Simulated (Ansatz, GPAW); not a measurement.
# Geometry or basis: what sets the conductance of butadiene-1,4-dithiol between two Ir chains, part 4 of 4

Wanted: T(E) of butadiene-1,4-dithiol between two Ir chains at a relaxed geometry in two programs, beside the unrelaxed structure.

GPAW 26.7.0 and Ansatz 0.2.0; Ansatz plane waves; relaxation of the junction with the lead ends held (the session's first sound run).

So far, transmission at the Fermi level (one spin): step 3 (plane-wave reference (PBE)) 0.465; step 4 (GPAW, dzp, PBE, GPAW) 0.482; step 5 (GPAW, szp: basis = "szp(dzp)", PBE, GPAW) 0.474; step 6 (minimal basis, PBE, GPAW) 0.527; step 7 (LDA in the dzp basis: xc = "LDA") 0.474.

### 8. The structure as built: geometry = "as built"

Level of this step: GPAW LCAO, PAW setups; Landauer transmission from Green's functions with principal layers (ASE), zero bias (GPAW).

The dzp basis with PBE on the structure as first built shows what the relaxation was worth.

run.py

```python
import json
import numpy as np
from ase import Atoms
from ase.transport.calculators import TransportCalculator
from gpaw import GPAW, FermiDirac
from gpaw.lcao.tools import get_lcao_hamiltonian
from scipy.linalg import eigh

# The junction with lead layers at both ends, along the third cell vector
device = Atoms(
    ['Ir', 'Ir', 'Ir', 'Ir', 'Ir', 'Ir', 'Ir', 'Ir', 'S', 'H', 'C', 'C', 'H', 'H', 'C', 'C', 'H', 'S', 'Ir', 'Ir', 'Ir', 'Ir', 'Ir', 'Ir', 'Ir', 'Ir'],
    positions=[
        [5.52442, 4.50000, 1.15000],
        [5.52442, 4.50000, 3.45000],
        [5.52442, 4.50000, 5.75000],
        [5.52442, 4.50000, 8.05000],
        [5.52442, 4.50000, 10.35000],
        [5.52442, 4.50000, 12.65000],
        [5.52442, 4.50000, 14.95000],
        [5.52442, 4.50000, 17.25000],
        [3.64537, 4.49999, 18.74304],
        [6.16474, 4.50000, 20.12671],
        [4.07405, 4.49999, 20.41871],
        [5.34559, 4.50000, 20.84291],
        [3.25000, 4.49999, 21.12671],
        [7.79883, 4.49999, 21.96271],
        [5.70325, 4.50000, 22.24650],
        [6.97479, 4.49999, 22.67070],
        [4.88409, 4.50000, 22.96270],
        [7.40347, 4.49999, 24.34637],
        [5.52442, 4.50000, 25.83941],
        [5.52442, 4.50000, 28.13941],
        [5.52442, 4.50000, 30.43941],
        [5.52442, 4.50000, 32.73941],
        [5.52442, 4.50000, 35.03941],
        [5.52442, 4.50000, 37.33941],
        [5.52442, 4.50000, 39.63941],
        [5.52442, 4.50000, 41.93941]],
    cell=[[11.04883, 0.0, 0.0], [0.0, 9.0, 0.0], [0.0, 0.0, 43.08941]],
    pbc=True)

# One principal layer of the lead: the first 5 atoms of the device
lead = Atoms(
    ['Ir', 'Ir', 'Ir', 'Ir', 'Ir'],
    positions=[
        [5.52442, 4.50000, 1.15000],
        [5.52442, 4.50000, 3.45000],
        [5.52442, 4.50000, 5.75000],
        [5.52442, 4.50000, 8.05000],
        [5.52442, 4.50000, 10.35000]],
    cell=[[11.04883, 0.0, 0.0], [0.0, 9.0, 0.0], [0.0, 0.0, 11.5]],
    pbc=True)

settings = dict(mode='lcao', basis='dzp', xc='PBE', h=0.2,
                occupations=FermiDirac(0.1), maxiter=250,
                mixer=dict(beta=0.1, nmaxold=8, weight=100.0),
                convergence=dict(density=0.0001))
energies = np.arange(-2, 2 + 1e-9, 0.025)
eta = 0.0001
n1, n2 = 1, 1
# k and -k transmit alike, so half of the mesh across the current serves
mesh = [(i, j) for i in range(n1) for j in range(n2) if (i, j) <= (-i % n1, -j % n2)]
weights = np.array([1 if (i, j) == (-i % n1, -j % n2) else 2 for i, j in mesh]) / (n1 * n2)


def ground_state(atoms, size, txt):
    atoms.calc = GPAW(kpts={'size': size, 'gamma': True}, symmetry={'tolerance': 1e-3}, txt=txt, **settings)
    atoms.get_potential_energy()
    return atoms.calc.get_fermi_level()


def blocks(atoms, fermi, points, nz, cells):
    """H - E_F S and S between cell 0 and the cells above it, at each point across the current."""
    kz = np.arange(nz) / nz
    calc = atoms.calc.fixed_density(kpts=[(*k, z) for k in points for z in kz], symmetry='off', txt=None)
    H, S = get_lcao_hamiltonian(calc)
    H = (H - fermi * S).reshape(len(H), len(points), nz, *S.shape[1:])
    S = S.reshape(H.shape[1:])
    phases = [np.exp(-2j * np.pi * kz * R) / nz for R in cells]
    return [(np.einsum('skzij,z->ksij', H, p), np.einsum('kzij,z->kij', S, p)) for p in phases]


def pair(a, b):
    return np.block([[a, b], [b.T.conj(), a]])


def count_channels(h, s, cells, nk=240):
    """Half the number of times that the lead's bands cross each energy, unfolded to its shortest repeat."""
    b = len(h) // cells
    bands = []
    for k in (np.arange(nk + 1) + 0.5) / nk:
        hk, sk = h[:b, :b].copy(), s[:b, :b].copy()
        for R in range(1, cells):
            phase, block = np.exp(2j * np.pi * k * R), slice(R * b, (R + 1) * b)
            hk += h[:b, block] * phase + (h[:b, block] * phase).T.conj()
            sk += s[:b, block] * phase + (s[:b, block] * phase).T.conj()
        w, u = eigh(sk)
        x = u[:, w > 1e-5] / w[w > 1e-5]**0.5  # drop near-dependent combinations
        bands.append(np.r_[eigh(x.T.conj() @ hk @ x, eigvals_only=True), [1e9] * (w <= 1e-5).sum()])
    below = np.array(bands)[:, :, None] < energies
    return (below[1:] != below[:-1]).sum((0, 1)) / 2


fermi_lead = ground_state(lead, (1, 1, 10), 'lead.txt')
fermi_device = ground_state(device, (1, 1, 2), 'device.txt')
T, channels, eigen, tail, misfit, shifts = [], [], [], 0.0, 0.0, []
for first in range(0, len(mesh), 164):
    points = [(i / n1, j / n2) for i, j in mesh[first:first + 164]]
    (H0k, S0k), (H1k, S1k), (H2k, _) = blocks(lead, fermi_lead, points, 5, range(3))
    [(Hk, Sk)] = blocks(device, fermi_device, points, 2, [0])
    tail = max(tail, abs(H2k).max())
    for H0, S0, H1, S1, H, S in zip(H0k, S0k, H1k, S1k, Hk, Sk):
        n = len(S0)
        # Shift the lead onto the potential of the device's first layer
        shift = ((H[:, 0, 0] - H0[:, 0, 0]) / S0[0, 0]).real.mean()
        shifts.append(shift)
        misfit = max(misfit, abs(H[:, :n, :n] - H0 - shift * S0).max())
        Tk, Ck, Ek = [], [], []
        for s in range(len(H)):
            t = s % len(H0)  # a lead without moments serves both spins
            h1, s1 = pair(H0[t] + shift * S0, H1[t] + shift * S1), pair(S0, S1)
            leads = dict(h1=h1, s1=s1, energies=energies, eta=eta, eta1=eta, eta2=eta)
            calc = TransportCalculator(h=H[s], s=S, eigenchannels=3, **leads)
            Tk.append(calc.get_transmission())
            Ek.append(np.sort(calc.eigenchannels_ne, axis=0)[::-1])
            Ck.append(count_channels(h1, s1, 10))
        T.append(Tk)
        channels.append(Ck)
        eigen.append(Ek)
T, channels = np.array(T), np.array(channels)
mean, open_channels = np.einsum('kse,k->se', T, weights), np.einsum('kse,k->se', channels, weights)

print(f'basis functions: device {len(S)}, principal layer {n}')
print(f'Fermi level: lead {fermi_lead:.4f} eV, device {fermi_device:.4f} eV; lead shifted by {np.mean(shifts):.4f} eV')
print(f'largest coupling past the next layer {tail:.2e} eV, largest misfit of the first layer {misfit:.3f} eV')
print('  E-E_F (eV)   ' + 'T (one spin)  channels')
for e, t, c in zip(energies, mean.T, open_channels.T):
    print(f'{e:10.3f}  ', *[f'{x:11.4e}' for x in t], *[f'{x:9.4f}' for x in c])

kT = 8.617333e-5 * 300
fine = np.linspace(energies[0], energies[-1], 4001)
both = np.exp(np.interp(fine, energies, np.log(np.maximum(mean.sum(0) * 2 / len(mean), 1e-30))))
fermi = lambda mu: 1 / (1 + np.exp(np.clip((fine - mu) / kT, -200, 200)))
slope = fermi(0) * (1 - fermi(0)) / kT
G = np.trapezoid(both * slope, fine) / 2
seebeck = -np.trapezoid(both * slope * fine, fine) / (2 * G * 300) * 1e6
print(f'conductance at 300 K: {G:.5g} G0 a cell; thermopower {seebeck:.4g} uV/K')
bias = [0.1, 0.2, 0.5, 1.0, 1.5, 2.0]
current = [38.74 * np.trapezoid(both * (fermi(V / 2) - fermi(-V / 2)), fine) for V in bias]
for V, I in zip(bias, current):
    print(f'current from the zero-bias T(E) at {V} V: {I:.5g} uA')
zero = abs(energies).argmin()
json.dump(dict(energies=energies.tolist(), T=mean.tolist(), channels=open_channels.tolist(), G=G, seebeck=seebeck,
               bias=bias, current=current, tail=tail, misfit=misfit, shift=np.mean(shifts), n_device=len(S), n_lead=n,
               fermi=[fermi_lead, fermi_device], energy=device.get_potential_energy(),
               moments=device.get_magnetic_moments().tolist(), mesh=mesh, weights=weights.tolist(),
               T_k=T[:, :, zero].tolist(), eigen=np.array(eigen[0]).tolist()), open('result.json', 'w'))
```

Launch:

```console
> OMP_NUM_THREADS=1 OPENBLAS_NUM_THREADS=1 python run.py
```

Numbers of over 12 decimals in the logs are rounded to 6 here.

The program printed:

```text
basis functions: device 530, principal layer 135
Fermi level: lead -4.1613 eV, device -3.9517 eV; lead shifted by -0.0125 eV
largest coupling past the next layer 1.48e-06 eV, largest misfit of the first layer 0.196 eV
  E-E_F (eV)   T (one spin)  [channel counts left out]
    -2.000    2.3628e-01
    -1.975    2.1214e-01
    -1.950    1.9245e-01
[...]
1.975    3.5071e-05
     2.000    1.1935e-04
conductance at 300 K: 0.59861 G0 a cell; thermopower 39.91 uV/K
current from the zero-bias T(E) at 0.1 V: 4.546 uA
current from the zero-bias T(E) at 0.2 V: 8.9001 uA
current from the zero-bias T(E) at 0.5 V: 26.081 uA
current from the zero-bias T(E) at 1.0 V: 48.475 uA
current from the zero-bias T(E) at 1.5 V: 67.239 uA
current from the zero-bias T(E) at 2.0 V: 83.351 uA
```

Wall time 6.8 min (1 thread of Intel Xeon Platinum 8375C at 2.90GHz (Ice Lake), shared host); peak memory 1.8 GiB.

This step gave:

| Property | Result |
| --- | --- |
| conductance | 0.5986 G₀ |
| largest coupling past the next principal layer | 1.48e-6 eV |
| largest misfit of the first principal layer | 0.1957 eV |
| shift that aligns the lead | -0.01246 eV |
| transmission at the Fermi level (one spin) | 0.6387 |

One spin. Table of transmission, zone mean by energy, zero at the Fermi level:

energy (eV), transmission, zone mean and a bar:
```
   -2.000      0.236 #######
   -1.800      0.126 ####
   -1.600      0.113 ###
   -1.400      0.313 #########
   -1.350      0.976 #############################
   -1.200      0.826 #########################
   -1.125      0.883 ###########################
   -1.000      0.764 #######################
   -0.800      0.845 #########################
   -0.600      0.950 #############################
   -0.400      0.996 ##############################
   -0.275      0.997 ##############################
   -0.200      0.974 #############################
    0.000      0.639 ###################
    0.175      0.983 ##############################
    0.200      0.884 ###########################
    0.400      0.089 ###
    0.600      0.037 #
    0.800      0.023 #
    1.000      0.018 #
    1.200      0.017 
    1.400      0.016 
    1.600      0.016 
    1.800      0.012 
    2.000      0.000
```

The conductance, 0.599 G₀, lies 18 % above that of the dzp run. At 0.075 eV T drops to or jumps from 0.0471 where the lead's channel count changes: a band edge of the lead lies in the thermal window, and enters the average.

### 9. Cost and result by level

Times are wall times on the hardware named with each run. The series side by side:

```csv
no.,run,conductance (G₀),time,memory (GiB)
1,pw PBE,0.5081,3.6 min,6.6
2,dzp,0.5055,7.3 min,1.8
3,szp,0.4943,5.3 min,1.8
4,sz,0.5541,3.7 min,1.7
5,dzp LDA,0.4959,6.3 min,1.8
6,asbuilt,0.5986,6.8 min,1.8
```

### 10. The levels side by side

The curves are compared point by point over the common energies.

This step: comparison of transmission and cost over codes, levels and geometry (GPAW 26.7.0).

Ladder, by row:

```csv
step,code,T at the Fermi level (sum over the listed spins),conductance (G0),r.m.s. T(E) from the first,wall time (s),peak memory (GiB),threads
pw-pbe,Ansatz,0.4648,0.5081,0,215.1,6.561,4
dzp,GPAW,0.4824,0.5055,0.1019,439.7,1.83,1
szp,GPAW,0.4743,0.4943,0.1798,320.3,1.76,1
sz,GPAW,0.5272,0.5541,0.2603,223.3,1.69,1
dzp-LDA,GPAW,0.4744,0.4959,0.1103,378.4,1.82,1
asbuilt,GPAW,0.6387,0.5986,0.3448,406.3,1.83,1
```

Table of transmission, zone mean, sum over the listed spins by energy, zero at the Fermi level:

```csv
energy (eV),pw-pbe,dzp,szp,sz,dzp-LDA,asbuilt
-2.000,0.309,0.294,0.348,0.359,0.310,0.236
-1.800,0.290,0.284,0.431,0.554,0.301,0.126
-1.600,0.402,0.422,0.857,1.00,0.443,0.113
-1.525,0.546,0.562,1.00,0.752,0.581,0.130
-1.450,0.892,0.863,0.722,0.403,0.872,0.186
-1.400,0.527,0.992,0.435,0.244,0.993,0.313
-1.200,0.0909,0.0683,0.0331,0.0271,0.0684,0.826
-1.025,0.195,0.123,0.0651,0.0378,0.119,0.783
-1.000,0.109,0.143,0.0792,0.0444,0.139,0.764
-0.800,0.582,0.433,0.358,0.184,0.432,0.845
-0.600,0.899,0.699,0.695,0.426,0.702,0.950
-0.450,1.01,0.963,0.992,0.780,0.963,0.991
-0.425,1.00,0.989,1.00,0.867,0.990,0.995
-0.400,0.991,1.00,0.987,0.943,1.00,0.996
-0.350,0.935,0.978,0.903,1.01,0.976,0.997
-0.200,0.650,0.677,0.575,0.664,0.666,0.974
0.000,0.465,0.482,0.474,0.527,0.474,0.639
0.175,0.975,0.974,0.992,0.993,0.964,0.983
0.200,0.972,0.967,0.990,0.995,0.951,0.884
0.400,0.438,0.328,0.534,0.882,0.263,0.0893
0.600,0.987,0.920,0.207,0.0565,0.951,0.0367
0.800,0.0308,0.0200,0.0116,0.00597,0.0181,0.0226
1.000,0.00545,0.00457,0.00387,0.00246,0.00424,0.0181
1.200,0.00256,0.00251,0.00272,0.00195,0.00240,0.0165
1.400,0.00202,0.00218,0.00297,0.00230,0.00213,0.0160
1.600,0.00221,0.00243,0.00432,0.00352,0.00242,0.0157
1.800,0.00286,0.00247,0.00662,0.00553,0.00240,0.0122
2.000,0.00272,4.3e-5,8.0e-5,3.5e-5,4.3e-5,1.2e-4
```

### 11. Density threshold 1e-06: conv = 1e-06

The Hamiltonian is taken from the last density. The density threshold is one of the tests that end the cycle; the energy must settle too, so a loose value may not be the test that decides.

This step: GPAW LCAO, PAW setups; Landauer transmission from Green's functions with principal layers (ASE), zero bias (GPAW 26.7.0).

Changes to run.py since step 8:

```diff
@@ -18,16 +18,16 @@
         [5.52442, 4.50000, 12.65000],
-        [5.52442, 4.50000, 14.95000],
-        [5.52442, 4.50000, 17.25000],
-        [3.64537, 4.49999, 18.74304],
-        [6.16474, 4.50000, 20.12671],
-        [4.07405, 4.49999, 20.41871],
-        [5.34559, 4.50000, 20.84291],
-        [3.25000, 4.49999, 21.12671],
-        [7.79883, 4.49999, 21.96271],
-        [5.70325, 4.50000, 22.24650],
-        [6.97479, 4.49999, 22.67070],
-        [4.88409, 4.50000, 22.96270],
-        [7.40347, 4.49999, 24.34637],
-        [5.52442, 4.50000, 25.83941],
-        [5.52442, 4.50000, 28.13941],
+        [4.26962, 4.40620, 14.56322],
+        [5.11292, 4.45870, 16.69257],
+        [3.84871, 4.43743, 18.46795],
+        [6.45127, 4.48925, 20.28652],
+        [4.30679, 4.45828, 20.12630],
+        [5.50660, 4.48048, 20.83812],
+        [3.38452, 4.44875, 20.71983],
+        [7.67900, 4.51467, 22.37121],
+        [5.55677, 4.48939, 22.25132],
+        [6.75615, 4.50708, 22.96395],
+        [4.61213, 4.48215, 22.80298],
+        [7.21252, 4.52006, 24.62298],
+        [5.94477, 4.50857, 26.39602],
+        [6.78444, 4.53044, 28.52737],
         [5.52442, 4.50000, 30.43941],
@@ -56,3 +56,3 @@
                 mixer=dict(beta=0.1, nmaxold=8, weight=100.0),
-                convergence=dict(density=0.0001))
+                convergence=dict(density=1e-06))
 energies = np.arange(-2, 2 + 1e-9, 0.025)
```

The program printed:

```text
basis functions: device 530, principal layer 135
Fermi level: lead -4.1613 eV, device -3.8703 eV; lead shifted by -0.0024 eV
largest coupling past the next layer 1.48e-06 eV, largest misfit of the first layer 0.192 eV
  E-E_F (eV)   T (one spin)  [channel counts left out]
    -2.000    2.9436e-01
    -1.975    2.8946e-01
    -1.950    2.8536e-01
    -1.925    2.8215e-01
    -1.900    2.7992e-01
    -1.875    2.7887e-01
    -1.850    2.7906e-01
    -1.825    2.8079e-01
    -1.800    2.8425e-01
    -1.775    2.8971e-01
    -1.750    2.9751e-01
    -1.725    3.0806e-01
    -1.700    3.2190e-01
    -1.675    3.3966e-01
    -1.650    3.6199e-01
    -1.625    3.8911e-01
[...]
1.825    2.3199e-03
     1.850    2.0884e-03
     1.875    1.7510e-03
     1.900    1.2717e-03
     1.925    5.8021e-04
     1.950    1.1610e-04
     1.975    6.9249e-05
     2.000    4.2442e-05
conductance at 300 K: 0.50398 G0 a cell; thermopower -7.554 uV/K
current from the zero-bias T(E) at 0.1 V: 3.9839 uA
current from the zero-bias T(E) at 0.2 V: 8.4883 uA
current from the zero-bias T(E) at 0.5 V: 26.153 uA
current from the zero-bias T(E) at 1.0 V: 53.49 uA
current from the zero-bias T(E) at 1.5 V: 74.506 uA
current from the zero-bias T(E) at 2.0 V: 80.943 uA
```

Wall time 11 min (1 thread); peak memory 1.8 GiB.

Numbers from this step:

```
conductance                                 : 0.5040 G₀
largest misfit of the first principal layer : 0.1921 eV
shift that aligns the lead                  : -0.002448 eV
transmission at the Fermi level (one spin)  : 0.4817
```

One spin. The transmission, zone mean by energy, zero at the Fermi level:

```csv
energy (eV),"transmission, zone mean"
-2.000,0.294
-1.800,0.284
-1.600,0.420
-1.400,0.994
-1.200,0.0685
-1.000,0.142
-0.800,0.432
-0.600,0.698
-0.400,1.00
-0.200,0.679
0.000,0.482
0.175,0.974
0.200,0.967
0.400,0.329
0.600,0.930
0.800,0.0202
1.000,0.00459
1.200,0.00252
1.400,0.00218
1.600,0.00243
1.800,0.00247
2.000,4.2e-5
```

Not self-consistent under bias; the bias window is split evenly. The current through one cell, from the zero-bias transmission by bias:

```csv
bias (V),"current through one cell, from the zero-bias transmission (μA)"
0.100,3.98
0.200,8.49
0.500,26.2
1.000,53.5
1.500,74.5
2.000,80.9
```

Transmission of the three most open eigenchannels against energy, zero at the Fermi level:

```csv
energy (eV),channel 1,channel 2,channel 3
-2.000,0.265,0.0284,5.0e-4
-1.900,0.255,0.0243,3.0e-4
-1.800,0.264,0.0205,1.8e-4
-1.700,0.301,0.0212,9.8e-5
-1.600,0.398,0.0222,3.7e-5
-1.500,0.641,1.9e-4,2.5e-5
-1.400,0.993,5.4e-4,1.7e-4
-1.300,0.145,0.00234,6.8e-5
-1.200,0.0646,0.00384,4.4e-5
-1.100,0.0765,0.00739,3.1e-5
-1.000,0.125,0.0177,2.4e-5
-0.900,0.229,0.0413,2.0e-5
-0.800,0.375,0.0567,2.0e-5
-0.700,0.515,0.0397,2.2e-5
-0.600,0.678,0.0202,2.7e-5
-0.500,0.873,0.0102,3.7e-5
-0.400,0.996,0.00600,5.5e-5
-0.300,0.893,0.00417,7.6e-5
-0.200,0.675,0.00331,8.9e-5
-0.100,0.530,0.00272,8.0e-5
0.000,0.480,0.00208,5.2e-5
0.100,0.775,0.00217,1.3e-5
0.200,0.967,8.2e-4,5.7e-6
0.300,0.646,3.2e-4,4.3e-6
0.400,0.328,1.3e-4,3.8e-6
0.500,0.375,4.4e-5,4.0e-6
0.600,0.930,1.1e-5,5.2e-6
0.700,0.0902,1.0e-5,1.5e-6
0.800,0.0202,2.4e-5,1.5e-7
0.900,0.00818,3.0e-5,1.3e-9
1.000,0.00456,3.4e-5,4.1e-9
1.100,0.00312,4.3e-5,4.0e-8
1.200,0.00246,5.9e-5,1.7e-7
1.300,0.00216,8.5e-5,5.0e-7
1.400,0.00205,1.3e-4,1.2e-6
1.500,0.00206,2.0e-4,2.4e-6
1.600,0.00212,3.1e-4,4.6e-6
1.700,0.00214,4.5e-4,8.0e-6
1.800,0.00190,5.6e-4,1.3e-5
1.900,7.8e-4,4.8e-4,1.2e-5
2.000,4.2e-5,6.8e-11,3.8e-11
```

The conductance, 0.504 G₀, lies 0.3 % below that of the dzp run.

### 12. Results

```
conductance                                        : 0.505 G₀
transmission at the Fermi level, mean of the spins : 0.482
```

In the dzp basis the junction conducts 0.505 G₀ at 300 K, with T = 0.482 a spin at the Fermi level; the sz basis reaches that conductance within 10 %. Relaxation moved atoms by up to 1.3 Å and took the conductance from 0.599 to 0.505 G₀, as a ratio a larger change than the step from dzp to the minimal basis. Plane waves (PBE) give T = 0.465 there. At the Fermi level one eigenchannel carries the current (0.48). Measured against the first run (pw-pbe), the nearest curve is that of dzp (r.m.s. 0.10) and the farthest that of asbuilt (0.34). Over the compared runs wall time goes from 215 s (pw-pbe) to 440 s (dzp), on a shared host; the plane-wave run used 4 threads and the orbital runs 1. The leads kept an estimated spacing and the cell its length, so the junction may be under some tension or compression. The run had no spin polarisation, so a magnetic state, which chains and small molecules with open shells often have, wasn't tested. Spin-orbit coupling is left out, which matters for the heavy atoms here. Semilocal functionals put molecular levels too near the Fermi level, so such conductances usually come out too high, and chain electrodes have a sharper density of states than real ones. An evenly spaced straight chain is an idealisation: free chains tend to dimerise, zigzag or, where a band edge lies near the Fermi level, turn magnetic. The currents use the zero-bias T(E) throughout, which holds only while the bias is small against the distance to the nearest feature. Within about eight thermal energies of the Fermi level ln T(E) bends sharply from one computed energy to the next, or the lead's channel count changes, so the thermal averages, above all the thermopower, rest on an interpolation that may be rough.

[Logs are printed without paths, hosts, clocks, repeated set-up lines and the standing remarks that a program may print on its own settings, such as how far it seeks lower states.]

[Hosts, paths, dates, database ids (printed as entryN), source tags and the programs' standing remarks are cut or masked in the printed files.]
